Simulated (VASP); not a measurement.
Crystal: BaTiO3.

```
Ba Ti O
1.0
     4.00600    0.00000    0.00000
     0.00000    4.00600    0.00000
     0.00000    0.00000    4.00600
Ba Ti O
1 1 3
Direct
  0.50000 0.50000 0.50000
  0.00000 0.00000 0.00000
  0.00000 0.00000 0.50000
  0.00000 0.50000 0.00000
  0.50000 0.00000 0.00000
```

Base run:

```yaml
Program: VASP 6.6.1
Functional: HSE06
Potentials_or_basis: VASP PAW PBE potentials, release 64 (Ba_sv, Ti_sv, O)
Cutoff: 520 eV
k_mesh: 4 × 4 × 4
Occupations: gaussian, width 0.02 eV
Spin: no spin polarisation
```

Its results: band gap on the k mesh 3.14 eV, indirect (least direct gap 3.26 eV); pressure -2.2 GPa.

Problem. After a change of settings the same cell gave: band gap on the k mesh 2.88 eV, indirect (least direct gap 3.01 eV); pressure -1.9 GPa. Which change was it?
A. functional from HSE06 to HSE03
B. functional from HSE06 to PBE0
C. functional from HSE06 to r2SCAN-EpsX

Solution. A.

Caveats: the PAW data sets were made with another functional, which shifts forces and pressure a little; spin-orbit coupling is left out, which moves the levels of the heavy elements.
